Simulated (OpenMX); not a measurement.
GaAs:

```
Ga As
1.0
    -1.88077    1.88077    3.02585
     1.88077   -1.88077    3.02585
     1.88077    1.88077   -3.02585
Ga As
1 1
Direct
  0.00000 0.00000 0.00000
  0.50000 0.50000 0.00000
```

The cell was built by a generator and needn't be a form met in nature.

Base run:

```yaml
Program: OpenMX 3.8.5
Functional: PBE
Potentials_or_basis: OpenMX 2013 PBE set, Ga7.0-s3p2d2, As7.0-s3p2d2, grid cutoff 500 Ry
k_mesh: 7 × 7 × 7
Occupations: fermi-dirac, width 0.05 eV
Spin: no spin polarisation
```

Its results: band gap on the k mesh none (metal or under the smearing width); pressure -1.1 GPa.

Question: The run is repeated on the same cell with these changes: dispersion from none to D3(BJ). What comes out?

Answer: Band gap on the k mesh none (metal or under the smearing width); pressure -3.7 GPa.

Dispersion adds attraction, which lowers the pressure at fixed volume and, as a term added to the energy, leaves the levels alone.

Caveats: the basis of atomic orbitals isn't converged, which shifts pressures, moduli and gaps; pairwise dispersion overbinds metals, which lowers pressure and volume (some runs).
